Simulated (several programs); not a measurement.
**AgBr (Fm-3m) from semi-empirical methods to plane-wave DFT**

A 2-atom cell of AgBr started from a crystallographic database, relaxed with r2SCAN in Ansatz, was computed with several methods. Space group Fm-3m (No. 225), cubic; conventional cell a = 5.786 Å, 24.21 Å³ an atom. Ag has 6 Br at 2.89 Å; Br has 6 Ag at 2.89 Å. The values are computed, spin-unpolarised, and not measurements.

```
Ag Br
1.0
     0.00000    2.89276    2.89276
     2.89276    0.00000    2.89276
     2.89276    2.89276    0.00000
Ag Br
1 1
Direct
  0.00000 0.00000 0.00000
  0.50000 0.50000 0.50000
```

Gaps and times are for a single point on this cell; volume and bulk modulus come from each method's own relaxation or energy curve at fixed shape. Times are rough, from shared hosts (Arm Neoverse V1; Intel Xeon 6975P-C), and each method has its own mesh and cell size. PM7 (MOPAC), GFN1-xTB (tblite), GFN2-xTB (tblite) treat a cluster of cells at its zone centre, which samples few k points: where these miss a band edge, the gap comes out too large for that reason alone. Gaps from k meshes are read at a limited set of points (mesh, symmetry points, PBE's band edges), so each method's own least gap may be somewhat smaller. xTB and the PM methods were fitted mostly to molecules, and can miss a solid's gap by electronvolts. Minimal bases can be far off for gaps. Times of the plane-wave ladder aren't listed, since it ran on unlike processors and cards. GLLB-SC's gap includes the derivative discontinuity. d marks a direct gap, i an indirect one (no mark: not told apart), a dash a value that wasn't computed or didn't pass its checks.

```tsv
method	kind	gap (eV)	own volume (Å³/atom)	bulk modulus (GPa)	atoms computed	processor time
PBEsol	semilocal	–	22.84	–	2	–
light PBE (260 eV and a coarse mesh)	light plane-wave	0.78 i	–	–	2	0.78 s
LDA	semilocal	0.38 i	21.77	–	2	–
PBE	semilocal	0.68 i	24.94	39	2	–
GFN1-xTB (tblite)	tight binding	1.78	25.23	56	cluster	2.9 s
r2SCAN	semilocal	1.29 i	24.21	45	2	–
GFN2-xTB (tblite)	tight binding	3.71	24.09	47	cluster	5.3 s
PBE+SOC	semilocal	0.59 i	–	–	2	–
PBE/SZV (CP2K)	small basis	0.54 i	–	–	2	5.8 s
PBE/single zeta (GPAW)	small basis	0.38 i	–	–	2	8.9 s
GLLB-SC (GPAW)	model potential	1.84	–	–	2	11 s
PBE/DZVP (CP2K)	small basis	0.69 i	25.44	37	2	20 s
LC-ωPBE	hybrid	6.89 i	–	–	2	–
HSE06	hybrid	2.03 i	24.78	–	2	–
PBE0	hybrid	2.69 i	–	–	2	–
DDH-PBE0	hybrid	1.99 i	–	–	2	–
r2SCANh	hybrid	2.01 i	–	–	2	–
HSE06+SOC	hybrid	1.93 i	–	–	2	–
PM7 (MOPAC)	semi-empirical	2.44	–	–	cluster	100 s
```

Against HSE06 (2.03 eV) and with closed or daggered gaps left aside, the nearest gap at the points sampled is that of r2SCANh (-0.02 eV) and the farthest that of LC-ωPBE (+4.86 eV). HSE06 is only a yardstick of convenience, and nearness to it can be luck.

Volumes against r2SCAN's: PBEsol -5.7 %, LDA -10.1 %, PBE +3.0 %, GFN1-xTB (tblite) +4.2 %, GFN2-xTB (tblite) -0.5 %, PBE/DZVP (CP2K) +5.1 %, HSE06 +2.3 %.

Only the rows marked +SOC include spin-orbit coupling.
